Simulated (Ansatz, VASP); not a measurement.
CdSe: VASP beside Ansatz

The input INCAR:

```
SYSTEM = CdSe
PREC     = Accurate       ! precision mode
ENCUT    = 520            ! plane-wave cutoff, eV
EDIFF    = 1E-8           ! SCF threshold, eV
ISMEAR   = -1             ! smearing method
SIGMA    = 0.03           ! smearing width, eV
LREAL    = .FALSE.        ! projectors in reciprocal space
LASPH    = .TRUE.         ! aspherical terms in the spheres
NELM     = 60             ! most SCF steps
ALGO     = Normal         ! electronic algorithm
ISIF     = 2              ! what is computed and relaxed
LWAVE    = .FALSE.        ! write WAVECAR
LCHARG   = .FALSE.        ! write CHGCAR
GGA      = PE             ! functional
LEFG     = .TRUE.       
NBANDS   = 16             ! bands
```

File KPOINTS:

```
regular mesh
0
G
  12 12 12
  0 0 0
```

Contents of POSCAR:

```
CdSe
1.0
    0.0000000000      2.8109984330      2.8109984330
    2.8109984330      0.0000000000      2.8109984330
    2.8109984330      2.8109984330      0.0000000000
Cd Se
1 1
Direct
    0.0000000000      0.0000000000      0.0000000000
    0.5000000000      0.5000000000      0.5000000000
```

Input for Ansatz:

```yaml
crystal:
  lattice:
    - [0.0, 2.810998433, 2.810998433]
    - [2.810998433, 0.0, 2.810998433]
    - [2.810998433, 2.810998433, 0.0]
  atoms:
    - { symbol: Cd, position: [0.0, 0.0, 0.0] }
    - { symbol: Se, position: [0.5, 0.5, 0.5] }
kpoints:
  mp_grid: { grid: [12, 12, 12] }
scf:
  occupations: { method: fermi_dirac, width: 0.03 }
hamiltonian:
  xc: pbe
  pseudopotentials: { kind: paw }
output:
  forces: true
  stress: true
  eigenvalues: true
  efg: { contact_densities: true }
```

Change from the starting cell: volume scaled by 0.9405, PAW files.

Alike in both runs: task electric field gradients; functional PBE; k mesh 12 × 12 × 12; occupations fermi-dirac, width 0.03 eV; no spin polarisation.

|  | VASP | Ansatz |
| --- | --- | --- |
| version | VASP 6.6.1 | Ansatz 0.2.0 |
| potentials or method | VASP PAW PBE potentials, release 64 (Cd, Se) | PAW with Ansatz's default frozen-core files, scalar-relativistic |
| plane-wave cutoff (eV) | 520 | 420 |
| valence electrons in the cell | 18 | 36 |

Ansatz gave:

* pressure (GPa): 4.2
* Vzz of the field gradient on the site that differs most (V/Å²): 0.0

What did VASP give for the same quantities?

Pressure (GPa): 4.7; Vzz of the field gradient on the site that differs most (V/Å²): 0.0.

The functional is the same, so the differences come from potentials, cutoffs and numerics. The two sets of potentials don't hold the same shells in valence. Ansatz warned: «gradients_without_spin_orbit».
